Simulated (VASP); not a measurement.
Crystal: TiTe2.

```xyz
3
Lattice="3.0256 0.0000 0.0000 0.0000 3.0256 0.0000 0.0000 0.0000 9.3016" Properties=species:S:1:pos:R:3 pbc="T T T"
Ti    0.0000    0.0000    0.0000
Te    0.0000    0.0000    2.7376
Te    0.0000    0.0000    6.5641
```

The cell was built by a generator and needn't be a form met in nature.

* Program: VASP 6.6.1
* Task: relaxation of cell and atoms
* Functional: PBE
* Potentials or basis: VASP PAW PBE potentials, release 64 (Ti_sv, Te)
* Cutoff: 600 eV
* k mesh: 9 × 9 × 3
* Occupations: gaussian, width 0.05 eV
* Spin: no spin polarisation

At the start: pressure 2.9 GPa; volume 28.38 Å³/atom.

**Question.** How do energy, volume and symmetry change on relaxing?

**Answer.** Over 12 steps the energy falls by 22.9 meV/atom and the volume is 31.94 Å³/atom (+12.5 %); space group P4/mmm (No. 123, to 0.05 Å).

Step by step:
```
step  energy change (eV)  largest force (eV/Å)  pressure (GPa)  volume (Å³)
   1              0.0000                0.0002            2.89        85.15
   2             -0.0304                0.3081           -1.12        91.62
   3             -0.0378                0.2139            0.00        89.52
   4             -0.0414                0.1610            0.05        89.75
   5             -0.0445                0.0312            0.20        90.27
   6             -0.0459                0.0292            0.13        90.40
   7             -0.0496                0.0225            0.13        90.80
   8             -0.0555                0.0116            0.03        91.59
   9             -0.0629                0.0056           -0.10        93.19
  10             -0.0673                0.0265           -0.23        96.39
  11             -0.0684                0.0260            0.05        95.58
  12             -0.0686                0.0117           -0.03        95.81
```

Final structure:
```yaml
crystal:
  lattice:
    - [3.08797, 0.00000, 0.00000]
    - [0.00000, 3.08797, 0.00000]
    - [0.00000, 0.00000, 10.04732]
  atoms:
    - { symbol: Ti, position: [0.00000, 0.00000, 0.00000] }
    - { symbol: Te, position: [0.00000, 0.00000, 0.27417] }
    - { symbol: Te, position: [0.00000, 0.00000, 0.72583] }
```

Caveat: this functional lacks dispersion, which binds the layers, so the pressure and a relaxed spacing across them are unreliable.
